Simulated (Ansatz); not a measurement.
Here is an Ansatz 0.2.0 calculation.

Contents of input.yaml:

```yaml
crystal:
  lattice:
    - [3.98, 0.0, 0.0]
    - [-1.99, 3.4467811071, 0.0]
    - [0.0, 0.0, 6.52]
  atoms:
    - { symbol: Ca, position: [0.6666666667, 0.3333333333, 0.75] }
    - { symbol: Ca, position: [0.3333333333, 0.6666666667, 0.25] }
kpoints:
  mp_grid: { grid: [8, 8, 4] }
scf:
  occupations: { method: gaussian, width: 0.1 }
hamiltonian:
  xc: rpbe
  pseudopotentials: { kind: all_electron, lapw: { basis_error: 0.001 } }
output:
  forces: true
  stress: true
  eigenvalues: true
```

Potentials or basis: all-electron LAPW, scalar-relativistic.

Run with:

```sh
$ ansatz run input.yaml --threads 1 --pin off --max-ram 3072MiB --backend cpu --events-out ev --progress --plain --runs-dir out
```

(1) What does it give for the band gap on the k mesh?

(2) What does it give for the pressure?

Answers

(1) none (metal or under the smearing width).

(2) 0.0 GPa.

Caveat: the cell was measured hot, at 723 K.
